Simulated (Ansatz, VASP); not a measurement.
SiC in VASP and in Ansatz

```
Si C
1.0
     0.00000    2.17839    2.17839
     2.17839    0.00000    2.17839
     2.17839    2.17839    0.00000
Si C
1 1
Direct
  0.99882 0.01060 0.00118
  0.75275 0.72521 0.74725
```

Change from the starting cell: mode 4 frozen in at -0.060 Å and mode 5 at -0.048 Å (largest displacements).

Alike in both runs: task single point; functional PBEsol; k mesh 10 × 10 × 10; occupations gaussian, width 0.05 eV; no spin polarisation.

|  | VASP | Ansatz |
| --- | --- | --- |
| version | VASP 6.6.1 | Ansatz 0.2.0 |
| potentials or method | VASP PAW PBE potentials, release 64 (Si, C) | scalar-relativistic, plane waves, PAW |
| plane-wave cutoff (eV) | 520 | 520 |
| valence electrons in the cell | 8 | 8 |

```tsv
	VASP	Ansatz	Ansatz less VASP
gap on the k mesh at the Fermi level (eV)	0.72	0.73	+0.009
least direct gap on the mesh (eV)	4.21	4.23	+0.013
pressure (GPa)	1.8	1.4	-0.35
largest component of the traceless stress (GPa)	5.86	5.79	-0.075
rms of the force components (eV/Å)	1.249	1.245	-0.0041
```

Atom by atom the forces differ by 0.004 eV/Å (rms over components). With one functional, cell and mesh, what is left measures potentials, basis and numerics. Ansatz warned: «pseudo_functional_mismatch».

Caveats: the PAW data sets were made with another functional, which shifts forces and pressure a little (VASP). A k mesh can miss the band edges.
